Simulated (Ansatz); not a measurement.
# Cu3Au (Auricupride) (Pm-3m) in Ansatz: band structure with HSE06

Aim: the band structure of Cu3Au (Auricupride) with HSE06.

Everything below comes from runs of Ansatz 0.2.0. Logs are shortened: lines on timing, memory, paths and dates and some standing lists are left out, and cuts for length are marked.

### 1 The crystal as given

The structure is cubic, space group Pm-3m (No. 221). The conventional cell has a = 3.740 Å, b = 3.740 Å, c = 3.740 Å, α = 90.00°, β = 90.00°, γ = 90.00°. Around Au (site symmetry m-3m) lie 12 Cu at 2.64 Å. Cu (site symmetry 4/mmm) is surrounded by 4 Au at 2.64 Å and 8 Cu at 2.64 Å.

### 2 Band structure, HSE06

Contents of input.yaml:

```yaml
crystal:
  lattice:
    - [3.74, 0.0, 0.0]
    - [0.0, 3.74, 0.0]
    - [0.0, 0.0, 3.74]
  atoms:
    - { symbol: Au, position: [0.0, 0.0, 0.0] }
    - { symbol: Cu, position: [0.5, 0.5, 0.0] }
    - { symbol: Cu, position: [0.5, 0.0, 0.5] }
    - { symbol: Cu, position: [0.0, 0.5, 0.5] }
hamiltonian:
  xc: hse06
  pseudopotentials: { kind: paw }
kpoints:
  mp_grid: { grid: [4, 4, 4] }
  band_path:
    path:
      - [[0.0, 0.0, 0.0], [0.0, 0.5, 0.0], [0.5, 0.5, 0.0], [0.0, 0.0, 0.0], [0.5, 0.5, 0.5], [0.0, 0.5, 0.0]]
      - [[0.5, 0.5, 0.0], [0.5, 0.5, 0.5]]
    npoints: 4
scf:
  occupations: { method: fermi_dirac, width: 0.05 }
  n_extra_bands: 10
output:
  forces: true
  stress: true
  eigenvalues: true
  fatbands: false
```

Potentials or basis: Ansatz PAW.

Launch:

```bash
$ ansatz run input.yaml --threads 2 --pin off --max-ram 5632MiB --backend cpu --events-out ev --progress --plain --runs-dir out
```

Standard output:

```text
Warning: output.stress: scf.convergence.dr2_threshold = 1e-7 eV (the SCF's general default) is looser than the 4e-10 eV advised for a printed stress (1e-10 eV for each atom of the cell: 4). What an SCF threshold leaves in a stress goes as its square root, and in the free energy as the threshold itself, and one threshold admits the most on a small cell: of the crystals measured, under no hybrid functional and no lock of the moments, on runs that ended without the residual-converged pass, on stresses that held no estimate of that error, the worst erred by over 100 MPa in a component at 1e-7 eV an atom and by under 5 at 1e-10. Set scf.convergence.dr2_threshold to 4e-10 eV or tighter. The threshold is an SCF's pass mark: one that does not reach it within its budget of iterations ends unconverged, or closes short of it on a stop that the run arms, and scf.convergence.dr2_threshold's page says what that costs each kind of run
Warning: output.stress: scf.exx.energy_threshold = 1e-6 eV is looser than the 4e-8 eV advised for a stress under a hybrid functional (1e-8 eV for each atom of the cell: 4). Every SCF of the exchange loop can meet its threshold on dr2 while the loop round them stops early: no threshold on dr2 bounds what that leaves in the stress. Set scf.exx.energy_threshold to 4e-8 eV or tighter. The threshold is the loop's pass mark: a loop that does not reach it within its budget of cycles ends unconverged, and scf.exx.energy_threshold's page has the law
Warning: RAYON_NUM_THREADS=2 ignored (pool sized by the plan → 2); use --threads N
scf.n_extra_bands = 10 over 38 filled bands (N_el = 76.0): the run solves 48 bands
Engine: ansatz 0.2.0, x86_64-unknown-linux-gnu
Pseudopotentials: kind: paw
Pseudopotential: Au, paw, valence charge 19, recommended cutoff 420 eV (normal), Au.paw.azcp
Pseudopotential: Cu, paw, valence charge 19, recommended cutoff 420 eV (normal), Cu.paw.azcp
Functional definition: HSE06
  parameter a = 0.25
  parameter omega = 0.11/bohr
  exchange = pbe_x - a*pbe_x_sr(omega) + a*exact_x_sr(omega)
  correlation = pbe_c
Crystal: 4 atoms, lattice volume = 52.314 Å³
Basis set: ecut = 420 eV, 1021 PW (Γ), exchange–correlation on 50×50×50 points (8 copies of the dense FFT grid, shifted against one another)
Bands: 48, of which v1, the nominal top of the filled ones, is band 38 counted from 1 (37 counted from 0)
Symmetry: 48 space group operations
Space group: Pm-3m (ITA 221), of the structure as read, at distance tolerance 3.7e-5 Å
k-points: 10 of 64
Non-local potential: Au, projectors of the file, l = 0: 3, l = 1: 2, l = 2: 2, l = 3: 1
Non-local potential: Cu, projectors of the file, l = 0: 3, l = 1: 2, l = 2: 3, l = 3: 1
PAW form: soft (Blöchl's): semilocal exchange-correlation on the pseudo side does not see the compensation charge
PAW frozen core: Au, regenerated for the run's functional, and the local potential with it (the file was generated under x = pbe(κ = 0.804, μ = 0.2195149727645171), c = pbe(β = 0.06672455060314922))
PAW frozen core: Cu, regenerated for the run's functional, and the local potential with it (the file was generated under x = pbe(κ = 0.804, μ = 0.2195149727645171), c = pbe(β = 0.06672455060314922))
PAW one-centre angular grid: Au, 590 points (default); XC on 64 Gauss nodes
PAW one-centre angular grid: Cu, 590 points (default); XC on 64 Gauss nodes
Initial density: superposition of atomic densities (neutral atoms: chi_scale 0, normalization atom), corrected by the library's trained network
Initial wavefunctions: pseudopotential atomic-orbital guess
[... 57 lines left out ...]
Internal energy: -33024.995914 eV  (E = F + TS)
E sigma→0 (E₀):  -33025.003888 eV
Entropy (-TS):   -0.015947 eV (-3.987 meV/atom)
Fermi energy:    17.888932 eV
--- Per-component energies (eV) ---
  E_band       = -1471.597562
  E_kinetic    = 1508.641412
  E_local      = -14094.685659  (includes V_loc(G=0)·N_el)
  E_nonlocal   = 1284.978123
  E_hartree    = 6248.203782
  E_xc         = -396.145802
  E_vxc        = -491.766964  (∫ρ·V_xc dr)
  E_exx        = -398.003009  (= α·E_x^exact, valence–valence)
  E_paw        = -14430.293550  (= ΣΔE_a)
  E_vpaw       = -1379.167216  (= ΣTr[D̂ρ^β])
  E_aug_tail   = 0.002047  (compensation charges beyond the density's cutoff)
  E_ewald      = -12745.112420
  E_core_change = -2.580840  (= ΣΔE_core)
  E_smearing   = -0.015947  (= −TS)
  E_closure    = 0.000001  (closes the sum)
  Σ components = -33025.011862   (vs F -33025.011862, Δ=-7.28e-12)
--- Forces (eV/Å), atoms counted from 1 ---
  atom   1  Au    -0.00000000     0.00000000    -0.00000000
  atom   2  Cu     0.00000000    -0.00000000    -0.00000000
  atom   3  Cu     0.00000000    -0.00000000    -0.00000000
  atom   4  Cu     0.00000000     0.00000000    -0.00000000
  max |Σ_I F_I| component: 7.99e-29 eV/Å
--- Stress (GPa, compression-positive) ---
        3.015036      -0.000000       0.000000
        0.000000       3.015036       0.000000
        0.000000       0.000000       3.015036
  P = ⅓ Tr σ = 3.0150 GPa (30.150 kbar)
--- Band table (eV; the first three rows and the last of 10) ---
  k-point 0: bands = ["-100.3704", "-100.3602", "-100.3602", "-92.8692", "-56.2097", "-56.2097", "-56.2097", "-56.1745", "-56.1745", "-56.1745", "-56.1495", "-56.1495", "-56.1495", "-43.0316", "-43.0316", "-43.0316", "7.2002", "10.0961", "10.0961", "10.9469", "10.9469", "10.9469", "11.8766", "13.3679", "13.3679", "13.3679", "14.2569", "14.2569", "14.8535", "15.0295", "15.0295", "15.1386", "15.1386", "15.1386", "15.5274", "15.5274", "15.5274", "19.5420", "19.5420", "19.5420", "24.8422", "26.5736", "26.5736", "30.0808", "30.0808", "30.0808", "32.0698", "32.0698"]
  k-point 1: bands = ["-100.3691", "-100.3615", "-100.3602", "-92.8692", "-56.2051", "-56.2051", "-56.2006", "-56.1755", "-56.1755", "-56.1747", "-56.1581", "-56.1529", "-56.1529", "-43.0336", "-43.0317", "-43.0317", "8.0224", "10.3729", "10.4912", "11.1087", "11.1878", "11.1878", "12.1078", "13.1653", "13.5352", "13.5352", "14.0053", "14.2760", "14.2760", "14.3543", "14.6303", "14.7048", "14.8640", "14.9270", "14.9270", "15.1347", "15.5169", "16.3349", "21.4276", "21.4276", "25.6363", "26.4127", "28.6435", "28.6435", "29.1141", "29.1276", "30.4377", "32.2793"]
  k-point 2: bands = ["-100.3670", "-100.3636", "-100.3602", "-92.8693", "-56.1992", "-56.1992", "-56.1795", "-56.1785", "-56.1776", "-56.1776", "-56.1750", "-56.1565", "-56.1565", "-43.0353", "-43.0317", "-43.0317", "9.4502", "10.7003", "10.8390", "11.3093", "11.5731", "11.5731", "12.6089", "12.9234", "13.0868", "13.2200", "13.2200", "14.0338", "14.1101", "14.1101", "14.2818", "14.2818", "14.2979", "14.3107", "14.5794", "14.6241", "15.1307", "15.5070", "24.4625", "24.4625", "25.3840", "25.3840", "26.2087", "26.4275", "27.0300", "28.4884", "35.3371", "35.3634"]
  k-point 9: bands = ["-100.3636", "-100.3636", "-100.3636", "-92.8693", "-56.2263", "-56.2022", "-56.2022", "-56.2022", "-56.1549", "-56.1549", "-56.1537", "-56.1537", "-56.1537", "-43.0352", "-43.0352", "-43.0352", "10.1909", "10.1909", "10.1909", "11.3064", "12.2057", "12.2057", "13.3101", "13.3101", "13.3101", "13.5252", "13.5252", "13.5252", "14.9427", "14.9427", "14.9427", "15.1281", "15.1281", "15.1281", "15.1643", "15.1643", "16.7469", "16.7469", "16.7469", "16.8455", "20.8217", "22.8805", "22.8805", "22.8805", "37.1144", "37.1144", "37.1144", "37.8070"]
```

bands.tsv:

```text
# k_distance	band_0	band_1	band_2	band_3	band_4	band_5	band_6	band_7	band_8	band_9	band_10	band_11	band_12	band_13	band_14	band_15	band_16	band_17	band_18	band_19	band_20	band_21	band_22	band_23	band_24	band_25	band_26	band_27	band_28	band_29	band_30	band_31	band_32	band_33	band_34	band_35	band_36	band_37	band_38	band_39	band_40	band_41	band_42	band_43	band_44	band_45	band_46	band_47
[... 41 lines left out ...]
6.350787	-118.252578	-118.252578	-118.252578	-110.758274	-74.115205	-74.091114	-74.091114	-74.091114	-74.043863	-74.043863	-74.042620	-74.042620	-74.042620	-60.924086	-60.924086	-60.924086	-7.698030	-7.698030	-7.698030	-6.582563	-5.683212	-5.683212	-4.578817	-4.578817	-4.578817	-4.363778	-4.363778	-4.363778	-2.946213	-2.946213	-2.946213	-2.760859	-2.760859	-2.760859	-2.724678	-2.724678	-1.141999	-1.141999	-1.141999	-1.043443	2.932813	4.991597	4.991597	4.991597	19.225499	19.225499	19.225499	19.918020
```

Run time: 91 s. Hardware: 2 threads of Intel Xeon Platinum 8488C (Sapphire Rapids), shared host; peak memory 1 GiB.

Results:

```
Free energy            : -33025.0119 eV
Pressure               : 3.0 GPa
Band gap on the k mesh : none (metal or under the smearing width)
```

Levels at the corners of the path, in eV from the Fermi level:
```
point  band 34  band 35  band 36  band 37  band 38  band 39  band 40  band 41  band 42  band 43
    Γ    -2.75    -2.36    -2.36    -2.36     1.65     1.65     1.65     6.95     8.68     8.68
    X    -3.58    -3.31    -3.26    -2.76    -2.38     6.57     6.57     7.50     7.50     8.32
    M    -3.58    -3.47    -3.46    -1.06    -1.06    -0.85     0.33     9.62    10.64    10.64
    Γ    -2.75    -2.36    -2.36    -2.36     1.65     1.65     1.65     6.95     8.68     8.68
    R    -2.76    -2.72    -2.72    -1.14    -1.14    -1.14    -1.04     2.93     4.99     4.99
    X    -3.58    -3.31    -3.26    -2.76    -2.38     6.57     6.57     7.50     7.50     8.32
    M    -3.58    -3.47    -3.46    -1.06    -1.06    -0.85     0.33     9.62    10.64    10.64
    R    -2.76    -2.72    -2.72    -1.14    -1.14    -1.14    -1.04     2.93     4.99     4.99
```

Caveat: the k mesh is coarse (spacing up to 0.42 Å⁻¹), so the values aren't converged, least of all with exact exchange; the pressure holds a Pulay correction of +0.3 GPa for the finite cutoff; spin-orbit coupling is left out, which moves the levels of the heavy elements; the PAW data sets come from PBE, with cores solved anew for the run's functional, which leaves a small shift of forces and pressure; the thresholds are loose for stress.
